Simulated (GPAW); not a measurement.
Crystal: ZrO2.

```
CELL_PARAMETERS angstrom
3.59610 0.00000 0.00000
0.00000 3.59610 0.00000
0.00000 0.00000 5.17700
ATOMIC_POSITIONS crystal
Zr 0.50000 0.50000 0.50000
Zr 0.00000 0.00000 0.00000
O 0.50000 0.00000 0.79700
O 0.50000 0.00000 0.29700
O 0.00000 0.50000 0.70300
O 0.00000 0.50000 0.20300
```

Base run:

```yaml
Program: GPAW 26.7.0
Functional: PBE
Potentials_or_basis: GPAW PAW data sets (gpaw-data 1.2.1)
Cutoff: 800 eV
Basis: pw
k_mesh: 7 × 7 × 5
Occupations: fermi-dirac, width 0.05 eV
Spin: no spin polarisation
Hubbard_terms: Zr d U = 6 eV
```

Its results: band gap on the k mesh 5.56 eV, indirect (least direct gap 5.66 eV); pressure 17.1 GPa; largest force 0.717 eV/Å.

**Question.** After a change of settings the same cell gave: band gap on the k mesh 5.23 eV, indirect (least direct gap 5.34 eV); pressure 12.1 GPa; largest force 0.455 eV/Å. Which change was it?
A. hubbard terms from Zr d U = 6 eV to Zr d U = 5 eV
B. hubbard terms from Zr d U = 6 eV to Zr d U = 4 eV
C. hubbard terms from Zr d U = 6 eV to none

**Answer.** B.

Caveats: an odd mesh through Γ misses points on the zone boundary, where band edges often lie.
